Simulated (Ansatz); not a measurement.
# PbO: the cost of one run

Code: Ansatz 0.2.0. PAW datasets, plane waves, zero pressure. Spin-unpolarised throughout; all numbers are computed.

### Step 1. The structure to begin with

The symmetry is Pca2_1 (No. 29, orthorhombic); conventional cell a = 5.791 Å, b = 5.955 Å, c = 5.452 Å, 23.50 Å³ an atom. Around Pb lie 3 O at 2.25–2.26 Å; around O lie 3 Pb at 2.25–2.26 Å.

Coordinates:

```cif
data_structure
_symmetry_space_group_name_H-M 'P 1'
_symmetry_Int_Tables_number 1
_cell_length_a 5.7908
_cell_length_b 5.9551
_cell_length_c 5.4517
_cell_angle_alpha 90.000
_cell_angle_beta 90.000
_cell_angle_gamma 90.000
_cell_volume 188.00
loop_
_atom_site_label
_atom_site_type_symbol
_atom_site_fract_x
_atom_site_fract_y
_atom_site_fract_z
_atom_site_occupancy
Pb1 Pb 0.47408 0.27863 0.75248 1
Pb2 Pb 0.97408 0.72137 0.75248 1
Pb3 Pb 0.52592 0.72137 0.25248 1
Pb4 Pb 0.02592 0.27863 0.25248 1
O1 O 0.11567 0.38448 0.86705 1
O2 O 0.61567 0.61552 0.86705 1
O3 O 0.38433 0.38448 0.36705 1
O4 O 0.88433 0.61552 0.36705 1
```

### Step 2. PBE-D3(BJ): cell and atoms

Contents of input.yaml:

```yaml
crystal:
  lattice:
    - [5.79079, 0.0, 0.0]
    - [0.0, 5.95512, 0.0]
    - [0.0, 0.0, 5.4517]
  atoms:
    - { symbol: Pb, position: [0.474081, 0.278627, 0.752484] }
    - { symbol: Pb, position: [0.974081, 0.721373, 0.752484] }
    - { symbol: Pb, position: [0.525919, 0.721373, 0.252484] }
    - { symbol: Pb, position: [0.025919, 0.278627, 0.252484] }
    - { symbol: O, position: [0.115667, 0.384477, 0.86705] }
    - { symbol: O, position: [0.615667, 0.615523, 0.86705] }
    - { symbol: O, position: [0.384333, 0.384477, 0.36705] }
    - { symbol: O, position: [0.884333, 0.615523, 0.36705] }
kpoints:
  mp_grid: { grid: [4, 4, 4] }
hamiltonian:
  xc: pbe
  dispersion: d3bj
scf:
  occupations: { method: fermi_dirac, width: 0.02 }
relax:
  f_tol: 0.005
  cell: {}
output:
  write_density: true
  write_potential: true
  elf: true
  volumetric_format: npy
```

Launch:

```console
$ ansatz run input.yaml --threads 4 --pin off --max-ram 6451MiB --backend cpu --events-out ev --progress --plain --runs-dir out
```

**Question.** How long does this run take on 4 threads of Intel Xeon Platinum 8259CL at 2.50GHz (Skylake/Cascade Lake), shared host, and how much memory does it need?

About 1.7 min, with a peak of 0.63 GiB.
